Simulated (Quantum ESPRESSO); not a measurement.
# Fe (Fmmm) in Quantum ESPRESSO: equation of state, part 2 of 2

Quantum ESPRESSO 7.5. The steps go on from the part before.

**4. Single point, PBE, collinear spin, ferromagnetic start, 11.21 Å³/atom**

Contents of pw.in:

```
&CONTROL
  calculation = 'scf'
  prefix = 'pwscf'
  outdir = './tmp'
  pseudo_dir = './pseudo'
  tprnfor = .true.
  tstress = .true.
  disk_io = 'nowf'
/
&SYSTEM
  ibrav = 0
  nat = 1
  ntyp = 1
  ecutwfc = 64
  ecutrho = 782
  nbnd = 17
  occupations = 'smearing'
  smearing = 'fd'
  degauss = 0.00367493
  nspin = 2
  starting_magnetization(1) = 0.1875
/
&ELECTRONS
  conv_thr = 2d-10
  electron_maxstep = 120
  mixing_beta = 0.3
/
ATOMIC_SPECIES
Fe    55.8450 Fe.pbe-spn-kjpaw_psl.0.2.1.UPF
CELL_PARAMETERS angstrom
   0.0000000000    1.9287074879    1.9519161397
   1.4883827645    0.0000000000    1.9519161397
   1.4883827645    1.9287074879    0.0000000000
ATOMIC_POSITIONS crystal
Fe     0.0000000000    0.0000000000    0.0000000000
K_POINTS automatic
13 13 13 0 0 0
```

Run with:

```bash
$ OMP_NUM_THREADS=1 mpirun -n 2 pw.x -nk 2 -in pw.in > pw.out
```

Wall time 89 s (2 MPI ranks of Arm Neoverse V1, shared host); peak memory 0.32 GiB.

Results (log left out):

- Free energy: -4479.8640 eV
- Pressure: 0.9 GPa
- Band gap on the k mesh: none (metal or under the smearing width)
- Net moment: 2.13 μB per cell
- Absolute moment: 2.24 μB per cell
- Site moments: Fe +2.17 μB
- Valence electrons inside the program's atomic spheres: Fe 14.37

**5. Single point, PBE, collinear spin, ferromagnetic start, 11.44 Å³/atom**

pw.in: that of step 4 with these lines changed.

```diff
@@ -30,5 +30,5 @@
 CELL_PARAMETERS angstrom
-   0.0000000000    1.9287074879    1.9519161397
-   1.4883827645    0.0000000000    1.9519161397
-   1.4883827645    1.9287074879    0.0000000000
+   0.0000000000    1.9417396906    1.9651051623
+   1.4984397099    0.0000000000    1.9651051623
+   1.4984397099    1.9417396906    0.0000000000
 ATOMIC_POSITIONS crystal
```

Run with:

```bash
$ OMP_NUM_THREADS=1 mpirun -n 2 pw.x -nk 2 -in pw.in > pw.out
```

It took 89 s on 2 MPI ranks of Arm Neoverse V1, shared host; peak memory 0.32 GiB.

It converged, with:

| Property | Result |
| --- | --- |
| Free energy | -4479.8666 eV |
| Pressure | -2.8 GPa |
| Band gap on the k mesh | none (metal or under the smearing width) |
| Net moment | 2.17 μB per cell |
| Absolute moment | 2.29 μB per cell |
| Site moments | Fe +2.22 μB |
| Valence electrons inside the program's atomic spheres | Fe 14.39 |

**6. Single point, PBE, collinear spin, ferromagnetic start, 11.66 Å³/atom**

pw.in: that of step 5 with these lines changed.

```diff
@@ -30,5 +30,5 @@
 CELL_PARAMETERS angstrom
-   0.0000000000    1.9417396906    1.9651051623
-   1.4984397099    0.0000000000    1.9651051623
-   1.4984397099    1.9417396906    0.0000000000
+   0.0000000000    1.9545992686    1.9781194830
+   1.5083634409    0.0000000000    1.9781194830
+   1.5083634409    1.9545992686    0.0000000000
 ATOMIC_POSITIONS crystal
```

Potentials or basis: SSSP 1.3 efficiency PBE.

Run with:

```bash
$ OMP_NUM_THREADS=1 mpirun -n 2 pw.x -nk 2 -in pw.in > pw.out
```

Wall time 89 s (2 MPI ranks of Arm Neoverse V1, shared host); peak memory 0.34 GiB.

It converged, with:

- Free energy: -4479.8642 eV
- Pressure: -6.0 GPa
- Band gap on the k mesh: none (metal or under the smearing width)
- Net moment: 2.22 μB per cell
- Absolute moment: 2.34 μB per cell
- Site moments: Fe +2.27 μB
- Valence electrons inside the program's atomic spheres: Fe 14.40

**7. Single point, PBE, collinear spin, ferromagnetic start, 11.89 Å³/atom**

pw.in: that of step 6 with these lines changed.

```diff
@@ -30,5 +30,5 @@
 CELL_PARAMETERS angstrom
-   0.0000000000    1.9545992686    1.9781194830
-   1.5083634409    0.0000000000    1.9781194830
-   1.5083634409    1.9545992686    0.0000000000
+   0.0000000000    1.9672918273    1.9909647747
+   1.5181582831    0.0000000000    1.9909647747
+   1.5181582831    1.9672918273    0.0000000000
 ATOMIC_POSITIONS crystal
```

Potentials or basis: SSSP 1.3 efficiency PBE.

Run with:

```bash
$ OMP_NUM_THREADS=1 mpirun -n 2 pw.x -nk 2 -in pw.in > pw.out
```

pw.out:

```text
This program is part of the open-source Quantum ESPRESSO suite
     for quantum simulation of materials; please cite
         "P. Giannozzi et al., J. Phys.:Condens. Matter 21 395502 (2009);
         "P. Giannozzi et al., J. Phys.:Condens. Matter 29 465901 (2017);
         "P. Giannozzi et al., J. Chem. Phys. 152 154105 (2020);
     in publications or presentations arising from this work. More details at

     file Fe.pbe-spn-kjpaw_psl.0.2.1.UPF: wavefunction(s)  3D renormalized
     Message from routine setup:
     using ibrav=0 with symmetry is DISCOURAGED, use correct ibrav instead

     K-points division:     npool     =       2
     Subspace diagonalization in iterative solution of the eigenvalue problem:
     a serial algorithm will be used

     G-vector sticks info
     --------------------
     sticks:   dense  smooth     PW     G-vecs:    dense   smooth      PW
     Sum        1287     419    135                29641     5539    1057

     Using Slab Decomposition

     bravais-lattice index     =            0
     lattice parameter (alat)  =       5.2893  a.u.
     unit-cell volume          =      80.2557 (a.u.)^3
     number of atoms/cell      =            1
     number of atomic types    =            1
     number of electrons       =        16.00
     number of Kohn-Sham states=           17
     kinetic-energy cutoff     =      64.0000  Ry
     charge density cutoff     =     782.0000  Ry
     scf convergence threshold =      2.0E-10
     mixing beta               =       0.3000
     number of iterations used =            8  plain     mixing
     Exchange-correlation= SLA  PW   PBX  PBC
                           (   1   4   3   4   0   0   0)

[... 56 lines left out ...]
     Starting wfcs are   13 randomized atomic wfcs +    4 random wfcs
     Checking if some PAW data can be deallocated...

     Self-consistent Calculation

     iteration #  1     ecut=    64.00 Ry     beta= 0.30
     Davidson diagonalization with overlap
     ethr =  1.00E-02,  avg # of iterations =  4.8

     Threshold (ethr) on eigenvalues was too large:
     Diagonalizing with lowered threshold

     Davidson diagonalization with overlap
     ethr =  1.30E-04,  avg # of iterations =  2.9

     total energy              =    -329.25009789 Ry
     estimated scf accuracy    <       0.02063599 Ry
[... 124 lines left out ...]
     iteration # 12     ecut=    64.00 Ry     beta= 0.30
     Davidson diagonalization with overlap
     ethr =  8.99E-12,  avg # of iterations =  2.1

     negative rho (up, down):  0.000E+00 4.007E-05

     Magnetic moment per site  (integrated on atomic sphere of radius R)
     atom   1 (R=0.366)  charge= 14.4176  magn=  2.3263

     End of self-consistent calculation

     Number of k-points >= 100: set verbosity='high' to print the bands.

     the Fermi energy is    17.2769 ev

!    total energy              =    -329.26345509 Ry
     total all-electron energy =     -2545.559991 Ry
     estimated scf accuracy    <          1.3E-10 Ry
     smearing contrib. (-TS)   =      -0.00072397 Ry
     internal energy E=F+TS    =    -329.26273112 Ry

     The total energy is F=E-TS. E is the sum of the following terms:
     one-electron contribution =    -113.82489355 Ry
     hartree contribution      =      66.93318473 Ry
     xc contribution           =     -34.80771055 Ry
     ewald contribution        =    -171.41314788 Ry
     one-center paw contrib.   =     -76.15016388 Ry

     total magnetization       =     2.27 Bohr mag/cell
     absolute magnetization    =     2.40 Bohr mag/cell

     convergence has been achieved in  12 iterations

     negative rho (up, down):  0.000E+00 4.007E-05

     Forces acting on atoms (cartesian axes, Ry/au):

     atom    1 type  1   force =     0.00000000    0.00000000    0.00000000

     Total force =     0.000000     Total SCF correction =     0.000000

     Computing stress (Cartesian axis) and pressure

     negative rho (up, down):  0.000E+00 4.007E-05
          total   stress  (Ry/bohr**3)                   (kbar)     P=      -87.05
  -0.00086782   0.00000000   0.00000000         -127.66        0.00        0.00
  -0.00000000  -0.00040570   0.00000000           -0.00      -59.68        0.00
   0.00000000  -0.00000000  -0.00050178            0.00       -0.00      -73.81

=------------------------------------------------------------------------------=
   JOB DONE.
=------------------------------------------------------------------------------=
```

Run time: 84 s. Hardware: 2 MPI ranks of Arm Neoverse V1, shared host; peak memory 0.34 GiB.

What came out:

```
Free energy                                           : -4479.8575 eV
Pressure                                              : -8.7 GPa
Band gap on the k mesh                                : none (metal or under the smearing width)
Net moment                                            : 2.27 μB per cell
Absolute moment                                       : 2.40 μB per cell
Site moments                                          : Fe +2.33 μB
Valence electrons inside the program's atomic spheres : Fe 14.42
```

**8. Single point, PBE, collinear spin, ferromagnetic start, 12.12 Å³/atom**

pw.in: that of step 7 with these lines changed.

```diff
@@ -30,5 +30,5 @@
 CELL_PARAMETERS angstrom
-   0.0000000000    1.9672918273    1.9909647747
-   1.5181582831    0.0000000000    1.9909647747
-   1.5181582831    1.9672918273    0.0000000000
+   0.0000000000    1.9798226863    2.0036464209
+   1.5278283418    0.0000000000    2.0036464209
+   1.5278283418    1.9798226863    0.0000000000
 ATOMIC_POSITIONS crystal
```

Run with:

```bash
$ OMP_NUM_THREADS=1 mpirun -n 2 pw.x -nk 2 -in pw.in > pw.out
```

Wall time 84 s (2 MPI ranks of Arm Neoverse V1, shared host); peak memory 0.34 GiB.

Results (log left out):

```yaml
Free_energy: -4479.8470 eV
Pressure: -11.2 GPa
Band_gap_on_the_k_mesh: none (metal or under the smearing width)
Net_moment: 2.32 μB per cell
Absolute_moment: 2.45 μB per cell
Site_moments: Fe +2.37 μB
Valence_electrons_inside_the_program's_atomic_spheres: Fe 14.43
```

**9. Equation of state, PBE, collinear spin, ferromagnetic start**

Potentials or basis: SSSP 1.3 efficiency PBE.

No new run: the results of the series are fitted here.

Results:

- Equilibrium volume: 11.43 Å³/atom (rough: see the caveat)
- Bulk modulus at fixed shape and positions: 178 GPa (rough)

Energy against volume, from the lowest point:
```
volume (Å³/atom)  energy (meV/atom)
          10.749              26.94
          10.978              11.28
          11.207               2.65
          11.435               0.00
          11.664               2.45
          11.893               9.09
          12.121              19.56
```

Caveat: the fit of the energies and the printed pressures disagree; the cell was scaled at fixed shape and fractional positions, which overstates the stiffness of a crystal with free parameters, most of all of layers and chains.
